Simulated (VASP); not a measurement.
# ZnS (Wurtzite-2H) (P6_3mc) in VASP: further runs

One crystal, ZnS (Wurtzite-2H), is run at these levels: PBEsol, HSE06, PBE; tasks: relaxation of cell and atoms.

All numbers are computed with VASP 6.6.1; they aren't measurements. Logs are shortened: lines on timing, memory, paths and dates and some standing lists are left out, and cuts for length are marked.

## 1. The crystal as given

Symmetry: P6_3mc, No. 186, hexagonal system. The conventional cell has a = 3.811 Å, b = 3.811 Å, c = 6.234 Å, α = 90.00°, β = 90.00°, γ = 120.00°. Zn (site symmetry 3m) has 4 S at 2.31 to 2.40 Å as nearest neighbours. S (site symmetry 3m) has 4 Zn at 2.31 to 2.40 Å as nearest neighbours.

## 2. Relaxation of cell and atoms, PBEsol

File INCAR:

```
SYSTEM = ZnS
PREC = Accurate ; ENCUT = 600
EDIFF = 1E-6 ; ISMEAR = 0
SIGMA = 0.03 ; LREAL = .FALSE.
LASPH = .TRUE. ; NELM = 80
ALGO = Normal ; ISIF = 3
LWAVE = .FALSE. ; LCHARG = .FALSE.
GGA = PS ; IBRION = 2
NSW = 90 ; EDIFFG = -0.01
KPAR = 4
```

File KPOINTS:

```
regular mesh
0
G
  9 9 5
  0 0 0
```

File POSCAR:

```
ZnS
1.0
    3.8110000000      0.0000000000      0.0000000000
   -1.9055000000      3.3004228138      0.0000000000
    0.0000000000      0.0000000000      6.2340000000
Zn S
2 2
Direct
    0.3333333333      0.6666666667      0.0000000000
    0.6666666667      0.3333333333      0.5000000000
    0.3333333333      0.6666666667      0.3850000000
    0.6666666667      0.3333333333      0.8850000000
```

Potentials or basis: VASP PAW PBE potentials, release 64 (Zn, S).

Started as:

```
cat potpaw_PBE.64/Zn/POTCAR potpaw_PBE.64/S/POTCAR > POTCAR
mpirun -np 4 vasp_std > vasp.out
```

OUTCAR:

```text
SYSTEM = ZnS
   PREC = Accurate
   ENCUT = 600
   EDIFF = 1E-6
   ISMEAR = 0
   LREAL = .FALSE.
   LASPH = .TRUE.
   NELM = 80
   ISIF = 3
   GGA = PS
   IBRION = 2
   NSW = 90
   EDIFFG = -0.01

 ion  position               nearest neighbor table
   1  0.333  0.667  0.000-   4 2.31   4 2.31   4 2.31   3 2.40
   2  0.667  0.333  0.500-   3 2.31   3 2.31   3 2.31   4 2.40
   3  0.333  0.667  0.385-   2 2.31   2 2.31   2 2.31   1 2.40
   4  0.667  0.333  0.885-   1 2.31   1 2.31   1 2.31   2 2.40

  LATTYP: Found a hexagonal cell.
 ALAT       =     3.8110000000
 C/A-ratio  =     1.6357911309

  Lattice vectors:

 A1 = (   3.8110000000,   0.0000000000,   0.0000000000)
 A2 = (  -1.9055000000,   3.3004228138,   0.0000000000)
 A3 = (   0.0000000000,   0.0000000000,   6.2340000000)

Analysis of symmetry for initial positions (statically):
=====================================================================
 Subroutine PRICEL returns:
 Original cell was already a primitive cell.

 Routine SETGRP: Setting up the symmetry group for a
 hexagonal supercell.

 Subroutine GETGRP returns: Found 12 space group operations
 (whereof  6 operations were pure point group operations)
 out of a pool of 24 trial point group operations.

The static configuration has the point symmetry C_3v.
 The point group associated with its full space group is C_6v.

Analysis of symmetry for dynamics (positions and initial velocities):
=====================================================================
 Subroutine PRICEL returns:
 Original cell was already a primitive cell.

 Routine SETGRP: Setting up the symmetry group for a
 hexagonal supercell.

 Subroutine GETGRP returns: Found 12 space group operations
 (whereof  6 operations were pure point group operations)
 out of a pool of 24 trial point group operations.

The dynamic configuration has the point symmetry C_3v.
 The point group associated with its full space group is C_6v.

 Subroutine INISYM returns: Found 12 space group operations
 (whereof  6 operations are pure point group operations),
 and found     1 'primitive' translations

----------------------------------------------------------------------------------------

                                     Primitive cell

  volume of cell :      78.4107

  direct lattice vectors                    reciprocal lattice vectors
     3.811000000  0.000000000  0.000000000     0.262398321  0.151495741  0.000000000
    -1.905500000  3.300422814  0.000000000     0.000000000  0.302991482  0.000000000
     0.000000000  0.000000000  6.234000000     0.000000000  0.000000000  0.160410651

  length of vectors
     3.811000000  3.811000000  6.234000000     0.302991482  0.302991482  0.160410651

  position of ions in fractional coordinates (direct lattice)
     0.333333333  0.666666667  0.000000000
     0.666666667  0.333333333  0.500000000
     0.333333333  0.666666667  0.385000000
     0.666666667  0.333333333  0.885000000

  ion indices of the primitive-cell ions
   primitive index   ion index
                 1           1
                 2           2
                 3           3
                 4           4

----------------------------------------------------------------------------------------

 KPOINTS: regular mesh

Automatic generation of k-mesh.
 Grid dimensions read from file:
 generate k-points for:    9    9    5

 Generating k-lattice:

  Cartesian coordinates                     Fractional coordinates (reciprocal lattice)
     0.029155369  0.016832860  0.000000000     0.111111111  0.000000000  0.000000000
     0.000000000  0.033665720  0.000000000     0.000000000  0.111111111  0.000000000
     0.000000000  0.000000000  0.032082130     0.000000000  0.000000000  0.200000000

  Length of vectors
     0.033665720  0.033665720  0.032082130

  Shift w.r.t. Gamma in fractional coordinates (k-lattice)
     0.000000000  0.000000000  0.000000000

 Subroutine IBZKPT returns following result:
 ===========================================

 Found     36 irreducible k-points:

 Following reciprocal coordinates:
            Coordinates               Weight
  0.000000  0.000000  0.000000      1.000000
  0.111111  0.000000  0.000000      6.000000
  0.222222  0.000000  0.000000      6.000000
  0.333333  0.000000  0.000000      6.000000
  0.444444  0.000000  0.000000      6.000000
  0.111111  0.111111  0.000000      6.000000
[... 16 lines left out ...]
  0.333333  0.222222  0.200000     24.000000
  0.333333  0.333333  0.200000      4.000000
 [... further k-points ...]
   k-points           NKPTS =     36   k-points in BZ     NKDIM =     36   number of bands    NBANDS=     22
   number of dos      NEDOS =    301   number of ions     NIONS =      4
   total plane-waves  NPLWV =  45000
   dimension x,y,z NGX =    30 NGY =   30 NGZ =   50
   dimension x,y,z NGXF=    60 NGYF=   60 NGZF=  100
   ions per type =               2   2
   NGX,Y,Z   is equivalent  to a cutoff of  13.09, 13.09, 13.33 a.u.
   NGXF,Y,Z  is equivalent  to a cutoff of  26.17, 26.17, 26.67 a.u.
 SYSTEM =  ZnS
   PREC   = accura    normal or accurate (medium, high low for compatibility)
   ISTART =      0    job   : 0-new  1-cont  2-samecut
   ICHARG =      2    charge: 1-file 2-atom 10-const
   ISPIN  =      1    spin polarized calculation?
   LNONCOLLINEAR =      F non collinear calculations
   LSORBIT =      F    spin-orbit coupling
   LASPH  =      T    aspherical Exc in radial PAW
   ENCUT  =  600.0 eV  44.10 Ry    6.64 a.u.   7.61  7.61 12.45*2*pi/ulx,y,z
   NELM   =     80;   NELMIN=  2; NELMDL= -5     # of ELM steps
   EDIFF  = 0.1E-05   stopping-criterion for ELM
   LREAL  =      F    real-space projection
   EDIFFG = -.1E-01   stopping-criterion for IOM
   NSW    =     90    number of steps for IOM
   IBRION =      2    ionic relax: 0-MD 1-quasi-New 2-CG
   NFREE  =      1    steps in history (QN), initial steepest desc. (CG)
   ISIF   =      3    stress and relaxation
   ISYM   =      2    0-nonsym 1-usesym 2-fastsym
   POTIM  = 0.5000    time-step for ionic-motion
   TEBEG  =    0.0;   TEEND  =   0.0 temperature during run
   PSTRESS=    0.0 pullay stress
   NELECT =      36.0000    total number of electrons
   NUPDOWN=      -1.0000    fix difference up-down
   EMIN   =  10.00;   EMAX   =-10.00  energy-range for DOS
   EFERMI =   0.00;   METHOD = LEGACY
   ISMEAR =     0;   SIGMA  =   0.03  broadening in eV -4-tet -1-fermi 0-gaus
   EFERMI_NEDOS =   21; number of points for ismear=-14 and -15
   IALGO  =     38    algorithm
   IMIX   =      4    mixing-type and parameters
     AMIX     =   0.40;   BMIX     =  1.00
     AMIX_MAG =   1.60;   BMIX_MAG =  1.00
  volume/ion in A,a.u.               =      19.60       132.29
  Fermi-wavevector in a.u.,A,eV,Ry     =   1.262943  2.386617 21.701647  1.595026
  Thomas-Fermi vector in A             =   2.396326
   LORBIT       =      0    0 simple, 1 ext, 2 COOP (PROOUT), +10 PAW based schemes
   GGA     = PS    functional components
   LHFCALC =     F    Hartree Fock is set to
   AEXX    =    0.0000 exact exchange contribution
   IVDW    =     0    specifies the selected vdW correction
   LEPSILON=     F    determine dielectric tensor
   LRPA    =     F    only Hartree local field effects (RPA)
 conjugate gradient relaxation of ions
 non-spin polarized calculation
 Gauss-broadening in eV      SIGMA  =   0.03
  energy-cutoff  :      600.00
  volume of cell :       78.41
 maximum number of plane-waves:      2639
   NGX = 15   NGY = 15   NGZ = 25

--------------------------------------- Ionic step        1  -------------------------------------------

 number of electron      36.0000045 magnetization

 Free energy of the ion-electron system (eV)
  ---------------------------------------------------
  ext. energy  EPLUGINS =         0.00000000
  ---------------------------------------------------
  free energy    TOTEN  =       -15.14215375 eV

  energy without entropy =      -15.14215375  energy(sigma->0) =      -15.14215375

------------------------ aborting loop because EDIFF is reached ----------------------------------------

  FORCE on cell =-STRESS in cart. coord.  units (eV):
  Direction    XX          YY          ZZ          XY          YZ          ZX
  --------------------------------------------------------------------------------------
  -------------------------------------------------------------------------------------
  Total       -0.2379058     -0.2379058     -1.1420777      0.0000000      0.0000000      0.0000000
  in kB       -4.8611636     -4.8611636    -23.3362412      0.0000000      0.0000000      0.0000000
  external PRESSURE =     -11.0195228 kB  Pullay stress =       0.0000000 kB

 VOLUME and BASIS-vectors are now :
 -----------------------------------------------------------------------------
  energy-cutoff  :      600.00
  volume of cell :       78.41
      direct lattice vectors                 reciprocal lattice vectors
     3.811000000  0.000000000  0.000000000     0.262398321  0.151495741  0.000000000
    -1.905500000  3.300422814  0.000000000     0.000000000  0.302991482  0.000000000
     0.000000000  0.000000000  6.234000000     0.000000000  0.000000000  0.160410651
[... 229 lines left out ...]
 POSITION                                       TOTAL-FORCE (eV/Angst)
 -----------------------------------------------------------------------------------
     -0.00000      2.18448      0.03409         0.000000      0.000000      0.001502
      1.89181      1.09224      3.14201         0.000000      0.000000      0.001502
     -0.00000      2.18448      2.35902        -0.000000     -0.000000     -0.001502
      1.89181      1.09224      5.46694        -0.000000     -0.000000     -0.001502
 -----------------------------------------------------------------------------------
    total drift:                               -0.000000     -0.000000      0.000246

  FREE ENERGIE OF THE ION-ELECTRON SYSTEM (eV)
  ---------------------------------------------------
  free  energy   TOTEN  =       -15.1679907123 eV

  energy  without entropy=      -15.1679907123  energy(sigma->0) =      -15.16799071

--------------------------------------- Ionic step        8  -------------------------------------------

 number of electron      35.9999995 magnetization

 Free energy of the ion-electron system (eV)
  ---------------------------------------------------
  ext. energy  EPLUGINS =         0.00000000
  ---------------------------------------------------
  free energy    TOTEN  =       -15.16800678 eV

  energy without entropy =      -15.16800678  energy(sigma->0) =      -15.16800678

 E-fermi :   2.3868     XC(G=0):  -9.9517

 val. band max:        2.2527186366   @ k =   0.0000   0.0000   0.0000
 cond. band min:       4.4030257710   @ k =   0.0000   0.0000   0.0000
 fundamental gap:      2.1503071345
 Fermi energy:         2.3868302245

 k-point     1 :       0.0000    0.0000    0.0000
  band No.  band energies     occupation
      1     -11.0954      2.00000
      2     -10.1033      2.00000
      3      -4.2248      2.00000
      4      -4.2082      2.00000
      5      -4.2082      2.00000
      6      -4.1228      2.00000
[... 14 lines left out ...]
     21       8.4593      0.00000
     22       8.4593      0.00000
[... 552 lines left out ...]
  band No.  band energies     occupation
      1      -9.8511      2.00000
      2      -9.8511      2.00000
      3      -4.1719      2.00000
      4      -4.0225      2.00000
      5      -4.0225      2.00000
      6      -3.8956      2.00000
[... 14 lines left out ...]
     21       7.6621      0.00000
     22       9.7805      0.00000

 [... further k-points ...]

------------------------ aborting loop because EDIFF is reached ----------------------------------------

  FORCE on cell =-STRESS in cart. coord.  units (eV):
  Direction    XX          YY          ZZ          XY          YZ          ZX
  --------------------------------------------------------------------------------------
  -------------------------------------------------------------------------------------
  Total       -0.0320501     -0.0320501     -0.0226470      0.0000000      0.0000000      0.0000000
  in kB       -0.6660133     -0.6660133     -0.4706122      0.0000000      0.0000000      0.0000000
  external PRESSURE =      -0.6008796 kB  Pullay stress =       0.0000000 kB

 VOLUME and BASIS-vectors are now :
 -----------------------------------------------------------------------------
  energy-cutoff  :      600.00
  volume of cell :       77.10
      direct lattice vectors                 reciprocal lattice vectors
     3.785561951  0.000000000  0.000000000     0.264161573  0.152513755 -0.000000000
    -1.892780975  3.278392817  0.000000000     0.000000000  0.305027511 -0.000000000
     0.000000000  0.000000000  6.212493984     0.000000000 -0.000000000  0.160965951

 POSITION                                       TOTAL-FORCE (eV/Angst)
 -----------------------------------------------------------------------------------
     -0.00000      2.18560      0.03362        -0.000000     -0.000000     -0.000624
      1.89278      1.09280      3.13987        -0.000000     -0.000000     -0.000624
     -0.00000      2.18560      2.35819         0.000000      0.000000      0.000624
      1.89278      1.09280      5.46443         0.000000      0.000000      0.000624
 -----------------------------------------------------------------------------------
    total drift:                               -0.000000     -0.000000      0.001606

  FREE ENERGIE OF THE ION-ELECTRON SYSTEM (eV)
  ---------------------------------------------------
  free  energy   TOTEN  =       -15.1680067761 eV

  energy  without entropy=      -15.1680067761  energy(sigma->0) =      -15.16800678

 reached required accuracy - stopping structural energy minimisation
```

Run time: 67 s. Hardware: 4 MPI ranks of Intel Xeon 6975P-C (Granite Rapids), shared host; peak memory 0.22 GiB.

Results:

| Item | Value |
| --- | --- |
| Free energy | -15.1680 eV |
| Relaxed volume | 19.28 Å³/atom |
| Relaxed cell | a = 3.786 Å, b = 3.786 Å, c = 6.212 Å, α = 90.00°, β = 90.00°, γ = 120.00° |
| Space group after relaxing (to 0.05 Å) | P6_3mc (No. 186) |
| Energy gained by relaxing | 6.5 meV/atom |
| Ionic steps | 8 |
| Pressure after relaxing | -0.1 GPa |
| Band gap on the k mesh | 2.15 eV, direct |

The path:
| step | energy change (eV) | largest force (eV/Å) | pressure (GPa) | volume (Å³) |
| --- | --- | --- | --- | --- |
| 1 | 0.0000 | 0.3085 | -1.10 | 78.41 |
| 2 | -0.0199 | 0.1198 | 0.24 | 76.89 |
| 3 | -0.0200 | 0.0998 | 0.34 | 76.76 |
| 4 | -0.0232 | 0.0458 | 0.04 | 77.05 |
| 5 | -0.0244 | 0.0013 | -0.20 | 77.29 |
| 6 | -0.0245 | 0.0168 | -0.32 | 77.39 |
| 7 | -0.0258 | 0.0015 | 0.08 | 77.06 |
| 8 | -0.0259 | 0.0006 | -0.06 | 77.10 |

Final structure:
```cif
data_structure
_symmetry_space_group_name_H-M 'P 1'
_symmetry_Int_Tables_number 1
_cell_length_a 3.7856
_cell_length_b 3.7856
_cell_length_c 6.2125
_cell_angle_alpha 90.000
_cell_angle_beta 90.000
_cell_angle_gamma 120.000
_cell_volume 77.10
loop_
_atom_site_label
_atom_site_type_symbol
_atom_site_fract_x
_atom_site_fract_y
_atom_site_fract_z
_atom_site_occupancy
Zn1 Zn 0.33333 0.66667 0.00541 1
Zn2 Zn 0.66667 0.33333 0.50541 1
S1 S 0.33333 0.66667 0.37959 1
S2 S 0.66667 0.33333 0.87959 1
```

Caveat: the PAW data sets were made with another functional, which shifts forces and pressure a little. Expect the measured gap to be larger: semilocal functionals such as PBEsol lack the derivative discontinuity.

## 3. Relaxation of cell and atoms, HSE06

This run uses another cell than the first one, of 19.28 Å³/atom, 0.983 times its volume.

File POSCAR:

```
ZnS                                     
1.0
    3.7855619510      0.0000000000      0.0000000000
   -1.8927809755      3.2783928171      0.0000000000
    0.0000000000      0.0000000000      6.2124939836
  Zn              S             
     2     2
Direct
     0.3333333332999970    0.6666666667000030    0.0054122290201301
     0.6666666667000030    0.3333333332999970    0.5054122290201301
     0.3333333332999970    0.6666666667000030    0.3795877709798680
     0.6666666667000030    0.3333333332999970    0.8795877709798680
```

File INCAR.step1:

```
SYSTEM = ZnS
PREC = Accurate ; ENCUT = 520
EDIFF = 1E-5 ; ISMEAR = 0
SIGMA = 0.03 ; LREAL = .FALSE.
LASPH = .TRUE. ; NELM = 80
ALGO = Normal ; LWAVE = .TRUE.
LCHARG = .FALSE. ; KPAR = 4
GGA = PE
```

File INCAR.step2:

```
SYSTEM = ZnS
PREC = Accurate ; ENCUT = 520
EDIFF = 1E-6 ; ISMEAR = 0
SIGMA = 0.03 ; LREAL = .FALSE.
LASPH = .TRUE. ; NELM = 80
ALGO = Normal ; ISIF = 3
LWAVE = .FALSE. ; LCHARG = .FALSE.
GGA = PE ; LHFCALC = .TRUE.
HFSCREEN = 0.2 ; PRECFOCK = Fast
IBRION = 2 ; NSW = 25
EDIFFG = -0.01 ; KPAR = 4
ISTART = 1
```

File KPOINTS:

```
regular mesh
0
G
  6 6 3
  0 0 0
```

Potentials or basis: VASP PAW PBE potentials, release 64 (Zn, S).

Started as:

```
cat potpaw_PBE.64/Zn/POTCAR potpaw_PBE.64/S/POTCAR > POTCAR
cp INCAR.step1 INCAR
mpirun -np 4 vasp_std > vasp.out
cp INCAR.step2 INCAR
mpirun -np 4 vasp_std > vasp.out
```

Run time: 28 min. Hardware: 4 MPI ranks of Intel Xeon 6975P-C (Granite Rapids), shared host; peak memory 0.3 GiB.

It converged, with:

- Free energy: -16.7823 eV
- Relaxed volume: 19.98 Å³/atom
- Relaxed cell: a = 3.832 Å, b = 3.832 Å, c = 6.284 Å, α = 90.00°, β = 90.00°, γ = 120.00°
- Space group after relaxing (to 0.05 Å): P6_3mc (No. 186)
- Energy gained by relaxing: 6.3 meV/atom
- Ionic steps: 6
- Pressure after relaxing: 0.0 GPa
- Largest force after relaxing: 0.010 eV/Å
- Band gap on the k mesh: 3.35 eV, direct

Forces on the atoms (eV/Å):
```
Zn   0.000  0.000 -0.010
Zn   0.000  0.000 -0.010
S    0.000  0.000  0.010
S    0.000  0.000  0.010
```

Step by step:
```tsv
step	energy change (eV)	largest force (eV/Å)	pressure (GPa)	volume (Å³)
1	0.0000	0.0022	2.91	77.10
2	-0.0217	0.0142	-1.05	81.07
3	-0.0253	0.0112	0.03	79.95
4	-0.0253	0.0113	-0.09	80.01
5	-0.0253	0.0092	0.11	79.89
6	-0.0253	0.0098	0.00	79.92
```

Final structure:
```
Zn S
1.0
     3.83224    0.00000    0.00000
    -1.91612    3.31882    0.00000
     0.00000    0.00000    6.28392
Zn S
2 2
Cartesian
  0.0000 2.2125 0.0336
  1.9161 1.1063 3.1755
  0.0000 2.2125 2.3857
  1.9161 1.1063 5.5277
```

Levels at points of the mesh, in eV from the valence-band top:
| k point | band 15 | band 16 | band 17 | band 18 | band 19 | band 20 | band 21 | band 22 |
| --- | --- | --- | --- | --- | --- | --- | --- | --- |
| (0.00, 0.00, 0.00) | -0.93 | -0.08 | 0.00 | 0.00 | 3.35 | 4.31 | 7.61 | 7.61 |
| (0.50, 0.00, 0.00) | -3.40 | -2.31 | -1.74 | -0.92 | 4.80 | 5.50 | 6.21 | 8.19 |

Caveat: the PAW data sets were made with another functional, which shifts forces and pressure a little. Zero-point motion and thermal expansion aren't in these numbers.

[end of part 1 of 2]
